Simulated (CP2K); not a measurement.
Write the native input for CP2K 2026.2 that does the following.

```
Task                                   : band structure
Functional                             : PBEsol
Potentials or basis                    : POTENTIAL_UZH Mg GTH-PBE-q10, O GTH-PBE-q6; TZVP-MOLOPT-PBE-GTH basis
Density cutoff                         : 19048 eV
k mesh                                 : 10 × 10 × 10
Occupations                            : fermi-dirac, width 0.1 eV
Spin                                   : no spin polarisation
SCF solver                             : diagonalisation with k points
Quickstep method                       : GPW
EPS_DEFAULT                            : 1.0E-9
EPS_SCF                                : 1.0E-6
MAX_SCF                                : 100
SCF_GUESS                              : ATOMIC
k points reduced by the point group    : yes
Mesh centred on Gamma                  : yes
CHOLESKY                               : OFF
EPS_EIGVAL                             : 1.0E-7
MIXING METHOD                          : BROYDEN_MIXING
MIXING ALPHA                           : 0.4
NBUFFER                                : 8
NGRIDS                                 : 5
Basis sets                             : Mg TZVP-MOLOPT-PBE-GTH-q10, O TZVP-MOLOPT-PBE-GTH-q6
Potentials                             : Mg GTH-PBE-q10 of POTENTIAL_UZH, O GTH-PBE-q6 of POTENTIAL_UZH
ADDED_MOS                              : [12]
Points a segment of the path (NPOINTS) : 8
Bands added on the path                : 6
REL_CUTOFF (Ry)                        : 60 Ry
MIXING BETA (1/bohr)                   : 1.5 1/bohr
CUTOFF of the grids                    : 1400 Ry
```

Crystal: MgO2.

```
CELL_PARAMETERS angstrom
3.95494 0.00000 0.00000
2.65264 2.93344 0.00000
2.65264 1.17764 2.68667
ATOMIC_POSITIONS crystal
Mg 0.00000 0.00000 0.00000
O 0.57121 0.57121 0.57121
O 0.42879 0.42879 0.42879
```

The cell comes from a database or a generator and needn't be the stable form of this composition.

These files were run (other wordings do the same):

mgo2_bands.inp

```
&GLOBAL
  PROJECT mgo2_bands
  RUN_TYPE ENERGY_FORCE
  PRINT_LEVEL LOW
&END GLOBAL
&FORCE_EVAL
  METHOD QS
  STRESS_TENSOR ANALYTICAL
  &DFT
    BASIS_SET_FILE_NAME BASIS_MOLOPT_UZH
    POTENTIAL_FILE_NAME POTENTIAL_UZH
    &MGRID
      CUTOFF 1400
      REL_CUTOFF 60
      NGRIDS 5
    &END MGRID
    &QS
      METHOD GPW
      EPS_DEFAULT 1.0E-9
    &END QS
    &KPOINTS
      SCHEME MONKHORST-PACK 10 10 10
      GAMMA_CENTERED T
      SYMMETRY T
      SYMMETRY_BACKEND SPGLIB
    &END KPOINTS
    &SCF
      SCF_GUESS ATOMIC
      EPS_SCF 1.0E-6
      MAX_SCF 100
      ADDED_MOS 12
      CHOLESKY OFF
      EPS_EIGVAL 1.0E-7
      &DIAGONALIZATION ON
        ALGORITHM STANDARD
      &END DIAGONALIZATION
      &MIXING ON
        METHOD BROYDEN_MIXING
        ALPHA 0.4
        BETA 1.5
        NBUFFER 8
      &END MIXING
      &SMEAR ON
        METHOD FERMI_DIRAC
        ELECTRONIC_TEMPERATURE [K] 1160.452
      &END SMEAR
    &END SCF
    &XC
      &XC_FUNCTIONAL
        &GGA_X_PBE_SOL
        &END GGA_X_PBE_SOL
        &GGA_C_PBE_SOL
        &END GGA_C_PBE_SOL
      &END XC_FUNCTIONAL
    &END XC
    &PRINT
      &KPOINTS ON
      &END KPOINTS
      &MULLIKEN ON
      &END MULLIKEN
      &MO ON
        ENERGIES T
        OCCUPATION_NUMBERS T
        &EACH
          QS_SCF 0
        &END EACH
        ADD_LAST NUMERIC
      &END MO
      &BAND_STRUCTURE
        FILE_NAME bands.bs
        ADDED_MOS 6
        &KPOINT_SET
          UNITS B_VECTOR
          NPOINTS 8
          SPECIAL_POINT GAMMA 0.00000000 0.00000000 0.00000000
          SPECIAL_POINT L 0.50000000 0.00000000 0.00000000
          SPECIAL_POINT B1 0.50000000 0.21354451 -0.21354451
        &END KPOINT_SET
        &KPOINT_SET
          UNITS B_VECTOR
          NPOINTS 8
          SPECIAL_POINT B 0.78645549 0.50000000 0.21354451
          SPECIAL_POINT Z 0.50000000 0.50000000 0.50000000
          SPECIAL_POINT GAMMA 0.00000000 0.00000000 0.00000000
          SPECIAL_POINT X 0.35677226 0.00000000 -0.35677226
        &END KPOINT_SET
        &KPOINT_SET
          UNITS B_VECTOR
          NPOINTS 8
          SPECIAL_POINT Q 0.64322774 0.35677226 0.00000000
          SPECIAL_POINT F 0.50000000 0.50000000 0.00000000
          SPECIAL_POINT P1 0.64322774 0.64322774 0.21354451
          SPECIAL_POINT Z 0.50000000 0.50000000 0.50000000
        &END KPOINT_SET
        &KPOINT_SET
          UNITS B_VECTOR
          NPOINTS 8
          SPECIAL_POINT L 0.50000000 0.00000000 0.00000000
          SPECIAL_POINT P 0.78645549 0.35677226 0.35677226
        &END KPOINT_SET
      &END BAND_STRUCTURE
    &END PRINT
  &END DFT
  &SUBSYS
    &CELL
      ABC 3.9549419216 3.9549419216 3.9549419216
      ALPHA_BETA_GAMMA 47.8776427326 47.8776427334 47.8776427320
      PERIODIC XYZ
    &END CELL
    &COORD
      SCALED
      Mg  0.0000000000 0.0000000000 0.0000000000
      O   0.5712140000 0.5712140000 0.5712140000
      O   0.4287860000 0.4287860000 0.4287860000
    &END COORD
    &KIND Mg
      BASIS_SET TZVP-MOLOPT-PBE-GTH-q10
      POTENTIAL GTH-PBE-q10
    &END KIND
    &KIND O
      BASIS_SET TZVP-MOLOPT-PBE-GTH-q6
      POTENTIAL GTH-PBE-q6
    &END KIND
    &PRINT
      &ATOMIC_COORDINATES ON
      &END ATOMIC_COORDINATES
      &CELL ON
      &END CELL
    &END PRINT
  &END SUBSYS
  &PRINT
    &FORCES ON
    &END FORCES
    &STRESS_TENSOR ON
    &END STRESS_TENSOR
  &END PRINT
&END FORCE_EVAL
```

Potentials or basis: POTENTIAL_UZH Mg GTH-PBE-q10, O GTH-PBE-q6; TZVP-MOLOPT-PBE-GTH basis.

Launch:

```sh
$ OMP_NUM_THREADS=1 cp2k.psmp -i mgo2_bands.inp -o mgo2_bands.out
```

It gave:

- Pressure: -1.4 GPa
- Largest force: 0.094 eV/Å
- Band gap on the k mesh: 2.16 eV, direct
- Band gap along the path: 2.16 eV, direct
- Mulliken charges: Mg +1.63; O -0.81 e

Caveat: Mulliken charges move with the basis; the potentials were made for another functional, which shifts forces and pressure; the basis of atomic orbitals isn't converged, which shifts pressures, moduli and gaps.

It took 51 s on 1 thread of Intel(R) Xeon(R) Platinum 8488C (Sapphire Rapids), on a shared host, peak memory 0.7 GiB.
